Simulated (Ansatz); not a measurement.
The calculation used Ansatz 0.2.0, DFT PBE, scalar-relativistic, plane waves, PAW. Settings: cutoff 420 eV, Γ-centred meshes spaced at most about 0.3 Å⁻¹, and about 0.25 Å⁻¹ or finer for metals (2π included), Gaussian smearing. No spin polarisation.

All energies are static (0 K, no zero-point motion).

Question: Which of these relaxed structures of Li3S2 is the lowest in energy?
A.

```
CELL_PARAMETERS angstrom
3.91672 0.00000 0.00000
0.00000 3.91672 0.00000
0.00000 0.00000 9.86096
ATOMIC_POSITIONS crystal
Li 0.50000 0.50000 0.50000
Li 0.50000 0.50000 0.85776
Li 0.50000 0.50000 0.14224
S 0.00000 0.50000 0.00000
S 0.50000 0.00000 0.00000
```

B.

```
CELL_PARAMETERS angstrom
2.03894 1.17718 5.88533
-2.03894 1.17718 5.88533
0.00000 -2.35436 5.88533
ATOMIC_POSITIONS crystal
Li 0.58604 0.58604 0.58604
Li 0.41396 0.41396 0.41396
Li 0.00000 0.00000 0.00000
S 0.25907 0.25907 0.25907
S 0.74093 0.74093 0.74093
```

Answer: B. The other, A, lies 0.72 eV/atom higher. Forms: B R-3m; A P4/mmm. Counting S atoms around Li (those within 1.25 times the shortest such distance or 1.15 times the sum of covalent radii, 1.27 where that leaves under three; a plus sign parts nearer from farther groups; the shortest distance is added where it exceeds 1.18 times the sum of covalent radii; a slash parts the counts of unlike sites): B has Li 3+1/6; A has Li 4/8+16 from 5.3 Å. Both come from invented guesses. The lowest form computed isn't among them: it has space group P-1 (No. 2), 15.7 Å³/atom and lies 150 meV/atom below the best shown.

No dispersion correction is applied, so the spacing and binding between layers, chains or molecules are poorly described (P4/mmm), and this can change margins and order among such cells. In R-3m, P4/mmm an odd number of electrons in the primitive cell allows no gap without spin; a larger cell or a magnetic state could open one. Cells relaxed within their symmetry can be saddle points. Some structure types and database cells were kept out of the candidates from the start, so a known form may be missing.
